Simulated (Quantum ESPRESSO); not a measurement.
# GaN: band structure with revPBE

**Experimental background.**

From “Studying electronic properties in GaN without electrical contacts using γ-γ vs e−-γ Perturbed Angular Correlations”, 2019, pmc:6823545, for a bulk crystal of GaN: band gap 3.503 ± 0.005 eV (direct).

GaN:

```
CELL_PARAMETERS angstrom
3.18000 0.00000 0.00000
-1.59000 2.75396 0.00000
0.00000 0.00000 5.16600
ATOMIC_POSITIONS crystal
Ga 0.66667 0.33333 0.50000
Ga 0.33333 0.66667 0.00000
N 0.66667 0.33333 0.87500
N 0.33333 0.66667 0.37500
```

```json
{"Program": "Quantum ESPRESSO 7.5", "Task": "band structure", "Functional": "revPBE", "Potentials or basis": "PseudoDojo 0.4.1 SR PBE standard", "Cutoff": "1143 eV", "Density cutoff": "4572 eV", "k mesh": "10 × 10 × 5", "Occupations": "fermi-dirac, width 0.05 eV", "Spin": "no spin polarisation", "Mixing beta": "0.5", "Most SCF iterations": "120", "SCF threshold": "8e-10 Ry"}
```

```
Pressure                : 10.5 GPa
Largest force           : 0.144 eV/Å
Band gap on the k mesh  : 2.10 eV, direct
Band gap along the path : 2.10 eV, direct
```

Forces on the atoms (eV/Å):
```
Ga   0.000  0.000 -0.144
Ga   0.000  0.000 -0.144
N    0.000  0.000  0.144
N    0.000  0.000  0.144
```

Stress tensor (GPa, compression positive):
```
 9.86  0.00  0.00
 0.00  9.86  0.00
 0.00  0.00 11.91
```

Levels at the corners of the path, in eV from the valence-band top:
```tsv
point	band 16	band 17	band 18	band 19	band 20	band 21
Γ	-0.06	0.00	0.00	2.10	4.45	9.33
M	-2.75	-2.23	-0.97	5.21	5.72	6.17
K	-3.01	-3.01	-2.69	5.23	7.98	7.98
Γ	-0.06	0.00	0.00	2.10	4.45	9.33
A	-0.54	-0.54	-0.54	4.41	4.41	8.66
L	-1.93	-1.90	-1.90	4.55	4.55	7.96
H	-4.18	-1.48	-1.48	6.62	6.62	7.41
A	-0.54	-0.54	-0.54	4.41	4.41	8.66
L	-1.93	-1.90	-1.90	4.55	4.55	7.96
M	-2.75	-2.23	-0.97	5.21	5.72	6.17
K	-3.01	-3.01	-2.69	5.23	7.98	7.98
H	-4.18	-1.48	-1.48	6.62	6.62	7.41
```

Wall time 2.3 min on 1 thread of Arm Neoverse V1 (shared host), peak memory 0.13 GiB.

Against the measured gap of GaN, 3.503 eV (direct; quoted in “Studying electronic properties in GaN without electrical contacts using γ-γ vs e−-γ Perturbed Angular Correlations”, 2019, pmc:6823545), the calculated 2.10 eV is off by -1.41 eV. Spin-orbit coupling on Ga is left out. The value is that of revPBE, without temperature or zero-point motion. Semilocal functionals fall short of measured gaps as a rule.

Caveat: the potentials were made for another functional, which shifts forces and pressure.
